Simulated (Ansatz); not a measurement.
BN, DFT, LDA, all-electron LAPW, scalar-relativistic (Ansatz 0.2.0), run on 1 thread of Intel(R) Xeon(R) Platinum 8488C (Sapphire Rapids) on a shared host.

The geometry is COD entry 9008834, unchecked; take it as a test cell. The listed cell was then made from it by scaling, straining or moving an atom.

Command: `ansatz run input.yaml --threads 1 --pin off --max-ram 3072MiB --backend cpu --events-out ev --progress --plain --runs-dir out`

```yaml
crystal:
  lattice:
    - [0.0, 1.84365, 1.8075]
    - [1.84365, 0.0, 1.8075]
    - [1.84365, 1.84365, 0.0]
  atoms:
    - { symbol: B, position: [0.0, 0.0, 0.0] }
    - { symbol: "N", position: [0.75, 0.75, 0.75] }
kpoints:
  mp_grid: { grid: [11, 11, 11] }
  band_path:
    path:
      - [0.0, 0.0, 0.0]
      - [0.0, 0.5, 0.5]
      - [0.25, 0.75, 0.5]
      - [0.0, 0.5, 0.0]
      - [0.0, 0.0, 0.0]
      - [0.5, 0.5, 0.0]
      - [0.38005, 0.61995, 0.0]
      - [-0.38005, 0.38005, 0.0]
      - [0.0, 0.0, 0.0]
    npoints: 5
scf:
  occupations: { method: fermi_dirac, width: 0.02 }
hamiltonian:
  xc: lda
  pseudopotentials: { kind: all_electron, lapw: { basis_error: 0.0005 } }
output:
  forces: true
  stress: true
  eigenvalues: true
```

Task: How large is the problem that the program sets up?

Result: 126 irreducible k-points, 283 plane waves at Γ, 10 bands.

Task: About how long does it take, and how much memory does it use?

Result: 12 s of wall time for 7 SCF iterations, with a peak of 0.34 GiB. Times on shared machines scatter by tens of per cent.
